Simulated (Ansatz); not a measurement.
A 2-atom cell of KBr started from a crystallographic database, relaxed with r2SCAN, was run in Ansatz 0.2.0 under altered settings. All numbers are computed, without spin polarisation but where a row says otherwise.

```yaml
crystal:
  lattice:
    - [0.00000, 3.30244, 3.30244]
    - [3.30244, 0.00000, 3.30244]
    - [3.30244, 3.30244, 0.00000]
  atoms:
    - { symbol: K, position: [0.00000, 0.00000, 0.00000] }
    - { symbol: Br, position: [0.50000, 0.50000, 0.50000] }
```

The base run's other keys:
```yaml
kpoints:
  mp_grid: { grid: [4, 4, 4] }
hamiltonian:
  xc: hse06
scf:
  occupations: { method: fixed }
  n_extra_bands: 4
```

It takes 10 iterations with 1411 plane waves at 420 eV and 8 k points, and leaves a mean stress of +0.43 GPa. The gap over this mesh is 5.596 eV. It ran on 4 threads of Arm Neoverse N1 (shared host).

Outcomes, with energy and stress as changes against the base:
```csv
setting,outcome,ΔF (meV/atom),Δ mean stress (GPa),gap on the mesh (eV),iterations,wall time
scf.exx.singularity: none,converged,-0.2,0.0,5.596,10,8.4 s
"PBE hybrid, exx coeff 0.05, omega 0.2078 1/Å",converged,–,+0.2,4.659,9,7.9 s
scf.exx.ecutfock_ratio: 2,converged,0.0,0.0,5.596,10,8.1 s
"PBE hybrid, exx coeff 0.05, unscreened",converged,–,+0.2,4.800,8,7.6 s
scf.occupations: methfessel_paxton 0.05,converged,0.0,0.0,5.596,10,8.6 s
```
A dash marks a value that wasn't obtained or can't be compared. Stress is positive in compression. The base took 8.4 s.

- PBE hybrid, exx coeff 0.05, omega 0.2078 1/Å. That is 5 % exact exchange, screened with ω = 0.2078 1/Å, against HSE06's 25 % screened at 0.208 1/Å. The mean stress moves by +0.2 GPa and the gap on the mesh by -0.937 eV (to 4.659). Totals of different functionals aren't comparable.
- PBE hybrid, exx coeff 0.05, unscreened. That is 5 % exact exchange, at all ranges, against HSE06's 25 % screened at 0.208 1/Å. The mean stress moves by +0.2 GPa and the gap on the mesh by -0.796 eV (to 4.800). Totals of different functionals aren't comparable.

Within 1 meV an atom, 0.1 GPa and 0.005 eV of the base stay: scf.exx.singularity: none; scf.exx.ecutfock_ratio: 2; scf.occupations: methfessel_paxton 0.05.

Spin-orbit coupling is left out.

The program warns that its thresholds are loose for a hybrid's stress.

The meshes of the hybrids are coarse, so their gaps aren't converged to the digits shown.
